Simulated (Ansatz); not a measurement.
The system is MoS2.

```
Mo S
1.0
     3.16900    0.00000    0.00000
    -1.58450    2.74443    0.00000
     0.00000    0.00000   12.32400
Mo S
2 4
Direct
  0.66667 0.33333 0.75000
  0.33333 0.66667 0.25000
  0.66667 0.33333 0.37700
  0.33333 0.66667 0.87700
  0.66667 0.33333 0.12300
  0.33333 0.66667 0.62300
```

```yaml
Program: Ansatz 0.2.0
Task: relaxation of cell and atoms
Functional: PBEsol
Potentials_or_basis: Ansatz PAW
Cutoff: "420 eV (not typed: the program's choice for these potentials)"
k_mesh: 10 × 10 × 3
Occupations: fermi-dirac, width 0.05 eV
Spin: no spin polarisation
```

At the start: volume 17.86 Å³/atom.

How do energy, volume and symmetry change on relaxing?

It ends after 6 steps and the volume is 17.91 Å³/atom (+0.3 %); space group P6_3/mmc (No. 194, to 0.05 Å).

The path:
```
step  energy change (eV)  largest force (eV/Å)  volume (Å³)
   1              0.0000                0.3130       107.18
   2             -0.0153                0.0161       105.41
   3             -0.0267                0.0014       107.23
   4             -0.0267                0.0028       107.38
   5             -0.0267                0.0000       107.49
   6             -0.0268                0.0000       107.49
```

Final structure:
```yaml
crystal:
  lattice:
    - [3.14142, 0.00000, 0.00000]
    - [-1.57071, 2.72055, 0.00000]
    - [0.00000, 0.00000, 12.57713]
  atoms:
    - { symbol: Mo, position: [0.66667, 0.33333, 0.75000] }
    - { symbol: Mo, position: [0.33333, 0.66667, 0.25000] }
    - { symbol: S, position: [0.66667, 0.33333, 0.37396] }
    - { symbol: S, position: [0.33333, 0.66667, 0.87396] }
    - { symbol: S, position: [0.66667, 0.33333, 0.12604] }
    - { symbol: S, position: [0.33333, 0.66667, 0.62604] }
```

Caveat: the plane-wave basis is chosen anew once the cell has moved, so the energies of steps on either side of that aren't comparable; this functional lacks dispersion, which binds the layers, so the pressure and a relaxed spacing across them are unreliable; the PAW data sets come from PBE, with cores solved anew for the run's functional, which leaves a small shift of forces and pressure.
